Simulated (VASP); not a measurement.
# Ag (Fm-3m) in VASP: settings compared, part 2 of 2

VASP 6.6.1. The steps go on from the part before.

**5. Density of states, r2SCAN+rVV10+U (cell strained at random at fixed volume)**

INCAR

```
PREC = Accurate
ENCUT = 520
EDIFF = 1E-6
ISMEAR = -5
SIGMA = 0.01
LREAL = False
LASPH = True
NELM = 60
ALGO = Normal
ISIF = 2
LWAVE = False
LCHARG = False
LMAXMIX = 4
LDAU = True
LDAUTYPE = 2
LDAUL = 2
LDAUU = 4.5
LDAUJ = 0
LDAUPRINT = 1
METAGGA = R2SCAN
LMIXTAU = True
LUSE_VDW = True
IVDW_NL = 2
BPARAM = 11.95
CPARAM = 0.0093
LORBIT = 11
NEDOS = 2001
```

KPOINTS

```
regular mesh
0
Gamma
  11 11 11
```

POSCAR

```
Ag
1.0
   -0.0403880000      2.0841720000      2.0527140000
    2.0116240000      0.0176180000      1.9947070000
    2.0357300000      2.0502710000     -0.0064870000
Ag
1
Cartesian
    0.0029644486     -0.0213881436      0.0151403077
```

The run is started by

```
> cat potpaw_PBE.64/Ag/POTCAR > POTCAR
> mpirun -np 1 vasp_std > vasp.out
```

Wall time 4.9 min (1 thread of Intel Xeon Platinum 8259CL at 2.50GHz (Skylake/Cascade Lake), shared host); peak memory 0.32 GiB.

It converged, with:

```yaml
Free_energy: -19.5900 eV
Pressure: -1.5 GPa
Band_gap_on_the_k_mesh: none (metal or under the smearing width)
Valence_electrons_inside_the_program's_atomic_spheres: Ag 10.07
```

Stress tensor (GPa, compression positive):
```
-1.55  0.37  1.36
 0.37 -1.83 -1.03
 1.36 -1.03 -1.26
```

Levels at points of the mesh, in eV from the Fermi level:
| k point | band 3 | band 4 | band 5 | band 6 | band 7 | band 8 |
| --- | --- | --- | --- | --- | --- | --- |
| (0.00, 0.00, 0.00) | -6.60 | -6.44 | -5.61 | -5.53 | 16.79 | 19.85 |

States per cell in windows of 1 eV (zero at the Fermi level; states under -8 eV left out):
```csv
from (eV),total,Ag1_d,Ag1_p,Ag1_s
-8.0,2.55,2.16,0.02,0.10
-7.0,3.08,2.74,0.04,0.07
-6.0,3.05,2.83,0.04,0.04
-5.0,1.56,1.47,0.01,0.03
-4.0,0.15,0.05,0.02,0.04
-3.0,0.17,0.04,0.03,0.05
-2.0,0.19,0.04,0.04,0.05
-1.0,0.23,0.04,0.06,0.05
0.0,0.26,0.04,0.08,0.04
1.0,0.25,0.04,0.08,0.04
2.0,0.25,0.04,0.09,0.03
3.0,0.21,0.04,0.07,0.04
4.0,0.25,0.05,0.06,0.07
5.0,0.32,0.06,0.08,0.08
6.0,0.29,0.05,0.08,0.06
7.0,0.37,0.07,0.09,0.09
```

Eigenvalues of the final occupation matrices:
| site | spin | trace | eigenvalues |
| --- | --- | --- | --- |
| site 1 d | 1 | 4.71 | 0.94 0.94 0.94 0.95 0.95 |
| site 1 d | 2 | 4.71 | 0.94 0.94 0.94 0.95 0.95 |

Caveat: the PAW data sets were made with another functional, which shifts forces and pressure a little; U without spin polarisation on a metal has little footing; pairwise dispersion overbinds metals, which lowers pressure and volume; the U is typed as a test and isn't derived for this compound; tetrahedron occupations give inexact forces and stress in metals.

**6. Density of states, PBEsol+D3+U (volume scaled by 0.8)**

run.py

```python
from ase.calculators.vasp import Vasp
from ase.dft.dos import DOS
from ase.io import read

atoms = read('Ag.cif')
calc = Vasp(
    directory='calc',
    xc='pbesol',
    pp='PBE',
    setups='materialsproject',
    prec='Accurate',
    encut=520,
    ediff=1e-07,
    ismear=-1,
    sigma=0.05,
    lreal=False,
    lasph=True,
    nelm=80,
    algo='Normal',
    isif=2,
    lwave=False,
    lcharg=False,
    lmaxmix=4,
    ldautype=2,
    ldauprint=1,
    ivdw=11,
    lorbit=11,
    ldau_luj={'Ag': {'L': 2, 'U': 3, 'J': 0.5}},
    kpts=[11, 11, 11],
    gamma=True,
)
atoms.calc = calc

print('energy (eV):', atoms.get_potential_energy())
print('free energy (eV):', atoms.get_potential_energy(force_consistent=True))
print('forces (eV/A):')
print(atoms.get_forces())
print('stress (eV/A^3, Voigt):', atoms.get_stress())
print('Fermi level (eV):', calc.get_fermi_level())
dos = DOS(calc, width=0.1, window=(-10, 10), npts=301)
print('E - E_F (eV), DOS (1/eV)')
for e, g in zip(dos.get_energies(), dos.get_dos()):
    print(f'{e:8.3f} {g:10.4f}')
```

Ag.cif

```cif
data_Ag
_cell_length_a 2.68180304
_cell_length_b 2.68180304
_cell_length_c 2.68180304
_cell_angle_alpha 60.00000000
_cell_angle_beta 60.00000000
_cell_angle_gamma 60.00000000
_space_group_name_H-M_alt 'P1'
_space_group_name_Hall 'P 1'
_space_group_IT_number 1
loop_
_space_group_symop_operation_xyz
'x,y,z'
loop_
_atom_site_label
_atom_site_type_symbol
_atom_site_symmetry_multiplicity
_atom_site_Wyckoff_symbol
_atom_site_fract_x
_atom_site_fract_y
_atom_site_fract_z
_atom_site_occupancy
Ag1 Ag 1 a 0.0000000000 0.0000000000 0.0000000000 1
```

Potentials or basis: VASP PAW PBE potentials, release 64 (Ag).

The run is started by

```
> python run.py
```

Run time: 4.7 s. Hardware: 1 thread of Intel Xeon 6975P-C (Granite Rapids), shared host; peak memory 0.14 GiB.

Results (log left out):

```yaml
Free_energy: -2.7028 eV
Pressure: 27.8 GPa
Band_gap_on_the_k_mesh: none (metal or under the smearing width)
Valence_electrons_inside_the_program's_atomic_spheres: Ag 10.26
Dispersion_energy_per_atom: -0.520 eV
```

Levels at points of the mesh, in eV from the Fermi level:
```
           k point  band 2  band 3  band 4  band 5  band 6  band 7  band 8  band 9
(0.00, 0.00, 0.00)   -6.62   -6.62   -6.62   -5.10   -5.10   16.33   21.24   21.24
```

States per cell in windows of 1 eV (zero at the Fermi level; states under -8 eV left out):
| from (eV) | total | Ag1_d | Ag1_p | Ag1_s |
| --- | --- | --- | --- | --- |
| -8.0 | 1.79 | 1.47 | 0.07 | 0.09 |
| -7.0 | 2.37 | 2.09 | 0.08 | 0.06 |
| -6.0 | 1.81 | 1.61 | 0.07 | 0.03 |
| -5.0 | 2.02 | 1.90 | 0.04 | 0.02 |
| -4.0 | 1.08 | 0.98 | 0.03 | 0.03 |
| -3.0 | 0.06 | 0.02 | 0.01 | 0.01 |
| -2.0 | 0.31 | 0.12 | 0.08 | 0.06 |
| -1.0 | 0.14 | 0.04 | 0.05 | 0.02 |
| 0.0 | 0.26 | 0.07 | 0.09 | 0.04 |
| 1.0 | 0.22 | 0.06 | 0.09 | 0.03 |
| 2.0 | 0.22 | 0.05 | 0.10 | 0.02 |
| 3.0 | 0.16 | 0.04 | 0.07 | 0.02 |
| 4.0 | 0.14 | 0.04 | 0.05 | 0.03 |
| 5.0 | 0.29 | 0.08 | 0.06 | 0.10 |
| 6.0 | 0.32 | 0.08 | 0.10 | 0.07 |
| 7.0 | 0.15 | 0.04 | 0.05 | 0.03 |

Eigenvalues of the final occupation matrices:
| site | spin | trace | eigenvalues |
| --- | --- | --- | --- |
| site 1 d | 1 | 4.67 | 0.93 0.93 0.93 0.94 0.94 |
| site 1 d | 2 | 4.67 | 0.93 0.93 0.93 0.94 0.94 |

Caveat: the PAW data sets were made with another functional, which shifts forces and pressure a little; U without spin polarisation on a metal has little footing; pairwise dispersion overbinds metals, which lowers pressure and volume; the U is typed as a test and isn't derived for this compound.

**7. Overview**

| task | level | potentials or basis | U | cell | k mesh | cutoff (eV) | smearing | ions in elastic constants | LDAUTYPE | hund's J | gap on the mesh (eV) | pressure (GPa) |
| --- | --- | --- | --- | --- | --- | --- | --- | --- | --- | --- | --- | --- |
| band structure | PBE | VASP PAW PBE potentials, release 54 (Ag) | - | as given | 11 × 11 × 11 | 520 | fermi-dirac 0.05 eV | - | - | - | - | 4.3 |
| band structure | PBE | VASP PAW PBE potentials, release 54 (Ag) | - | as given | 11 × 11 × 11 | 500 | fermi-dirac 0.05 eV | - | - | - | - | 4.3 |
| elastic constants | r2SCAN | VASP PAW PBE potentials, release 64 (Ag) | - | relaxed | 8 × 8 × 8 | 600 | methfessel-paxton 0.1 eV | relaxed | - | - | - | - |
| density of states | r2SCAN+rVV10+U | VASP PAW PBE potentials, release 64 (Ag) | Ag d U = 4.5 eV | cell strained at random at fixed volume | 11 × 11 × 11 | 520 | tetrahedron | - | - | - | none | -1.5 |
| density of states | PBEsol+D3+U | VASP PAW PBE potentials, release 64 (Ag) | Ag d U = 3 eV, J = 0.5 eV | volume scaled by 0.8 | 11 × 11 × 11 | 520 | fermi-dirac 0.05 eV | - | 2 | 0.5 | none | 27.8 |

Alike in all rows: no spin polarisation.

Caveats: the PAW data sets were made with another functional, which shifts forces and pressure a little (some runs); U without spin polarisation on a metal has little footing (some runs); pairwise dispersion overbinds metals, which lowers pressure and volume (some runs); the U is typed as a test and isn't derived for this compound (some runs); the elastic tensor has a negative eigenvalue, so either the cell is unstable as it stands or the mesh is too thin (some runs); tetrahedron occupations give inexact forces and stress in metals (some runs).

Absolute energies hang on the potentials; compare differences alone.
